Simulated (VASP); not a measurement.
# O2CH in VASP: a series of runs, part 2 of 2

VASP 6.6.1. The steps go on from the part before.

### Step 3. Single point, PBE+D3(BJ), collinear spin, ferromagnetic start

INCAR

```
PREC = Accurate
ENCUT = 520
EDIFF = 1E-6
ISMEAR = 0
SIGMA = 0.01
LREAL = F
LASPH = T
NELM = 100
ALGO = Fast
ISIF = 2
LWAVE = F
LCHARG = F
ISPIN = 2
MAGMOM = 0.5 0.5 0.5 0.5
LORBIT = 11
NUPDOWN = 1
GGA = PE
IVDW = 12
NBANDS = 20
ISYM = 0
```

KPOINTS

```
regular mesh
0
Gamma
  1 1 1
```

POSCAR

```
HCO2                                    
1.0
   12.5008549775      0.0000000000      0.0000000000
    0.0000000000     13.0008549775      0.0000000000
    0.0000000000      0.0000000000     13.5008549775
  O               C               H             
     2     1     1
Selective dynamics
Direct
     0.5048703041000024    0.5354628166000026    0.4133508594999995   F   F   F
     0.4255790350312328    0.4923009787624666    0.5662560215449306   T   T   T
     0.4922508209889021    0.5054041277967326    0.4995861904793927   T   T   T
     0.5753364729397550    0.4793660221624146    0.5296561260106512   T   T   T
```

Potentials or basis: VASP PAW PBE potentials, release 64 (O, C, H).

Launch:

```
> cat potpaw_PBE.64/O/POTCAR potpaw_PBE.64/C/POTCAR potpaw_PBE.64/H/POTCAR > POTCAR
> mpirun -np 4 vasp_gam > vasp.out
```

OUTCAR:

```text
PREC = Accurate
   ENCUT = 520
   EDIFF = 1E-6
   ISMEAR = 0
   LREAL = F
   LASPH = T
   NELM = 100
   ISIF = 2
   ISPIN = 2
   LORBIT = 11
   NUPDOWN = 1
   GGA = PE
   IVDW = 12
   ISYM = 0
 IVDW          = 12

 ion  position               nearest neighbor table
   1  0.505  0.535  0.413-   3 1.24
   2  0.426  0.492  0.566-   3 1.24
   3  0.492  0.505  0.500-   4 1.17   1 1.24   2 1.24
   4  0.575  0.479  0.530-   3 1.17

IMPORTANT INFORMATION: All symmetrisations will be switched off!
NOSYMM: (Re-)initialisation of all symmetry stuff for point group C_1.

----------------------------------------------------------------------------------------

                                     Primitive cell

  volume of cell :    2194.1833

  direct lattice vectors                    reciprocal lattice vectors
    12.500854977  0.000000000  0.000000000     0.079994529  0.000000000  0.000000000
     0.000000000 13.000854977  0.000000000     0.000000000  0.076918018  0.000000000
     0.000000000  0.000000000 13.500854977     0.000000000  0.000000000  0.074069383

  length of vectors
    12.500854977 13.000854977 13.500854977     0.079994529  0.076918018  0.074069383

  position of ions in fractional coordinates (direct lattice)
     0.504870304  0.535462817  0.413350859
     0.425579035  0.492300979  0.566256022
     0.492250821  0.505404128  0.499586190
     0.575336473  0.479366022  0.529656126

  ion indices of the primitive-cell ions
   primitive index   ion index
                 1           1
                 2           2
                 3           3
                 4           4

----------------------------------------------------------------------------------------

 KPOINTS: regular mesh

Automatic generation of k-mesh.
 Grid dimensions read from file:
 generate k-points for:    1    1    1

 Generating k-lattice:

  Cartesian coordinates                     Fractional coordinates (reciprocal lattice)
     0.079994529  0.000000000  0.000000000     1.000000000  0.000000000  0.000000000
     0.000000000  0.076918018  0.000000000     0.000000000  1.000000000  0.000000000
     0.000000000  0.000000000  0.074069383     0.000000000  0.000000000  1.000000000

  Length of vectors
     0.079994529  0.076918018  0.074069383

  Shift w.r.t. Gamma in fractional coordinates (k-lattice)
     0.000000000  0.000000000  0.000000000

 Subroutine IBZKPT returns following result:
 ===========================================

 Found      1 irreducible k-points:

 Following reciprocal coordinates:
            Coordinates               Weight
  0.000000  0.000000  0.000000      1.000000
   k-points           NKPTS =      1   k-points in BZ     NKDIM =      1   number of bands    NBANDS=     20
   number of dos      NEDOS =    301   number of ions     NIONS =      4
   total plane-waves  NPLWV = 940800
   dimension x,y,z NGX =    96 NGY =   98 NGZ =  100
   dimension x,y,z NGXF=   192 NGYF=  196 NGZF=  200
   ions per type =               2   1   1
   NGX,Y,Z   is equivalent  to a cutoff of  12.77, 12.53, 12.31 a.u.
   NGXF,Y,Z  is equivalent  to a cutoff of  25.53, 25.06, 24.63 a.u.
 SYSTEM =  unknown system
   PREC   = accura    normal or accurate (medium, high low for compatibility)
   ISTART =      0    job   : 0-new  1-cont  2-samecut
   ICHARG =      2    charge: 1-file 2-atom 10-const
   ISPIN  =      2    spin polarized calculation?
   LNONCOLLINEAR =      F non collinear calculations
   LSORBIT =      F    spin-orbit coupling
   LASPH  =      T    aspherical Exc in radial PAW
   ENCUT  =  520.0 eV  38.22 Ry    6.18 a.u.  23.24 24.17 25.10*2*pi/ulx,y,z
   NELM   =    100;   NELMIN=  2; NELMDL= -5     # of ELM steps
   EDIFF  = 0.1E-05   stopping-criterion for ELM
   LREAL  =      F    real-space projection
   EDIFFG = 0.1E-04   stopping-criterion for IOM
   NSW    =      0    number of steps for IOM
   IBRION =     -1    ionic relax: 0-MD 1-quasi-New 2-CG
   NFREE  =      0    steps in history (QN), initial steepest desc. (CG)
   ISIF   =      2    stress and relaxation
   ISYM   =      0    0-nonsym 1-usesym 2-fastsym
   POTIM  = 0.5000    time-step for ionic-motion
   TEBEG  =    0.0;   TEEND  =   0.0 temperature during run
   PSTRESS=    0.0 pullay stress
   NELECT =      17.0000    total number of electrons
   NUPDOWN=       1.0000    fix difference up-down
   EMIN   =  10.00;   EMAX   =-10.00  energy-range for DOS
   EFERMI =   0.00;   METHOD = LEGACY
   ISMEAR =     0;   SIGMA  =   0.01  broadening in eV -4-tet -1-fermi 0-gaus
   EFERMI_NEDOS =   21; number of points for ismear=-14 and -15
   IALGO  =     68    algorithm
   IMIX   =      4    mixing-type and parameters
     AMIX     =   0.40;   BMIX     =  1.00
     AMIX_MAG =   1.60;   BMIX_MAG =  1.00
  volume/ion in A,a.u.               =     548.55      3701.77
  Fermi-wavevector in a.u.,A,eV,Ry     =   0.323942  0.612161  1.427771  0.104938
  Thomas-Fermi vector in A             =   1.213633
   LORBIT       =     11    0 simple, 1 ext, 2 COOP (PROOUT), +10 PAW based schemes
   GGA     = PE    functional components
   LHFCALC =     F    Hartree Fock is set to
   AEXX    =    0.0000 exact exchange contribution
   IVDW    =    12    specifies the selected vdW correction
   LEPSILON=     F    determine dielectric tensor
   LRPA    =     F    only Hartree local field effects (RPA)
 spin polarized calculation
 RMM-DIIS sequential band-by-band and
 Gauss-broadening in eV      SIGMA  =   0.01
  energy-cutoff  :      520.00
  volume of cell :     2194.18
 maximum number of plane-waves:     29567
 NGX is ok and might be reduce to    96
   NGX = 47   NGY = 49   NGZ = 51

 number of electron      17.0000002 magnetization       1.0000030

 Free energy of the ion-electron system (eV)
  ---------------------------------------------------
  ext. energy  EPLUGINS =         0.00000000
  ---------------------------------------------------
  free energy    TOTEN  =       -24.14540411 eV

  energy without entropy =      -24.14540411  energy(sigma->0) =      -24.14540411

 E-fermi :  -7.8140     XC(G=0):  -0.3896

 val. band max:       -7.8513977418   @ k =   0.0000   0.0000   0.0000
 cond. band min:      -6.5203279397   @ k =   0.0000   0.0000   0.0000
 fundamental gap:      1.3310698022
 Fermi energy:        -7.7317125430

 spin component 1

 k-point     1 :       0.0000    0.0000    0.0000
  band No.  band energies     occupation
      1     -28.4288      1.00000
      2     -26.8519      1.00000
      3     -15.6044      1.00000
      4     -12.9598      1.00000
      5     -12.3082      1.00000
      6     -11.8010      1.00000
      7      -8.7046      1.00000
      8      -8.5785      1.00000
      9      -7.8514      1.00000
     10      -1.5756      0.00000
     11      -0.4848      0.00000
     12       0.0957      0.00000
     13       0.5445      0.00000
     14       0.5962      0.00000
     15       0.6260      0.00000
     16       0.8527      0.00000
     17       0.8812      0.00000
     18       1.2261      0.00000
     19       1.4547      0.00000
     20       1.4983      0.00000
 Fermi energy:        -7.8140118985

 spin component 2

 k-point     1 :       0.0000    0.0000    0.0000
  band No.  band energies     occupation
      1     -28.0093      1.00000
      2     -26.3347      1.00000
      3     -14.9080      1.00000
      4     -12.6261      1.00000
      5     -11.8404      1.00000
      6     -11.6845      1.00000
      7      -8.3212      1.00000
      8      -7.8641      1.00000
      9      -6.5203      0.00000
     10      -1.4491      0.00000
     11      -0.3049      0.00000
     12       0.3350      0.00000
     13       0.6039      0.00000
     14       0.6418      0.00000
     15       0.6663      0.00000
     16       0.8647      0.00000
     17       0.9212      0.00000
     18       1.3103      0.00000
     19       1.4691      0.00000
     20       1.4885      0.00000

------------------------ aborting loop because EDIFF is reached ----------------------------------------

 Edisp (eV)   -0.03768

 E8    (eV) :    -0.0108

  FORCE on cell =-STRESS in cart. coord.  units (eV):
  Direction    XX          YY          ZZ          XY          YZ          ZX
  --------------------------------------------------------------------------------------
  -------------------------------------------------------------------------------------
  Total      -0.12224    -0.07482    -0.05442     0.01454    -0.00392    -0.01794
  in kB      -0.08926    -0.05463    -0.03973     0.01062    -0.00286    -0.01310
  external pressure =       -0.06 kB  Pullay stress =        0.00 kB

 VOLUME and BASIS-vectors are now :
 -----------------------------------------------------------------------------
  energy-cutoff  :      520.00
  volume of cell :     2194.18
      direct lattice vectors                 reciprocal lattice vectors
    12.500854977  0.000000000  0.000000000     0.079994529  0.000000000  0.000000000
     0.000000000 13.000854977  0.000000000     0.000000000  0.076918018  0.000000000
     0.000000000  0.000000000 13.500854977     0.000000000  0.000000000  0.074069383

 POSITION                                       TOTAL-FORCE (eV/Angst)
 -----------------------------------------------------------------------------------
      6.31131      6.96147      5.58059         0.012073      0.004337     -0.020073
      5.32010      6.40033      7.64494         0.008681     -0.004477      0.007246
      6.15356      6.57069      6.74484         0.013511     -0.009923      0.023583
      7.19220      6.23217      7.15081        -0.034265      0.010063     -0.010757
 -----------------------------------------------------------------------------------
    total drift:                                0.000255     -0.000225      0.000519

  FREE ENERGIE OF THE ION-ELECTRON SYSTEM (eV)
  ---------------------------------------------------
  free  energy   TOTEN  =       -24.1830876126 eV

  energy  without entropy=      -24.1830876126  energy(sigma->0) =      -24.18308761

 total charge

# of ion       s       p       d       tot
------------------------------------------
    1        1.603   3.445   0.000   5.047
    2        1.603   3.445   0.000   5.047
    3        0.887   1.755   0.000   2.642
    4        0.543   0.035   0.000   0.578
--------------------------------------------------
tot          4.635   8.680   0.000  13.314

 magnetization (x)

# of ion       s       p       d       tot
------------------------------------------
    1        0.004   0.301   0.000   0.305
    2        0.004   0.301   0.000   0.305
    3       -0.010  -0.017   0.000  -0.027
    4        0.157  -0.001   0.000   0.156
--------------------------------------------------
tot          0.155   0.584   0.000   0.739
```

It took 71 s on 4 MPI ranks of Intel Xeon 6975P-C (Granite Rapids), shared host; peak memory 0.87 GiB.

What came out:

| Quantity | Value |
| --- | --- |
| Free energy | -24.1831 eV |
| Largest force | 0.037 eV/Å |
| Net moment | 1.00 μB per cell |
| Site moments | O +0.30; C -0.03; H +0.16 μB |
| Valence electrons inside the program's atomic spheres | O 5.05; C 2.64; H 0.58 |
| Dispersion energy per atom | -0.009 eV |

Forces in eV/Å, atoms in the order of the input:
```
O    0.012  0.004 -0.020
O    0.009 -0.004  0.007
C    0.014 -0.010  0.024
H   -0.034  0.010 -0.011
```

Caveat: the standard files for N, O and F lose accuracy on very short bonds; the total moment is fixed, so each spin has its own Fermi level.

### Step 4. Single point, PBE+D3(BJ), collinear spin, ferromagnetic start

Changes to INCAR since step 3:

```diff
@@ -1,3 +1,3 @@
 PREC = Accurate
-ENCUT = 520
+ENCUT = 250
 EDIFF = 1E-6
```

KPOINTS is that of step 3.

POSCAR is that of step 3.

Launch:

```
> cat potpaw_PBE.64/O/POTCAR potpaw_PBE.64/C/POTCAR potpaw_PBE.64/H/POTCAR > POTCAR
> mpirun -np 4 vasp_gam > vasp.out
```

Wall time 21 s (4 MPI ranks of Intel Xeon 6975P-C (Granite Rapids), shared host); peak memory 0.38 GiB.

The run converged, but a check on its numbers failed (symmetry, net force, bounds or a known fault of this set-up), so they aren't taken as properties of the molecule.

Caveat: the cutoff lies under the usual one of these potentials, so the numbers hold a large basis-set error; the standard files for N, O and F lose accuracy on very short bonds; the total moment is fixed, so each spin has its own Fermi level.
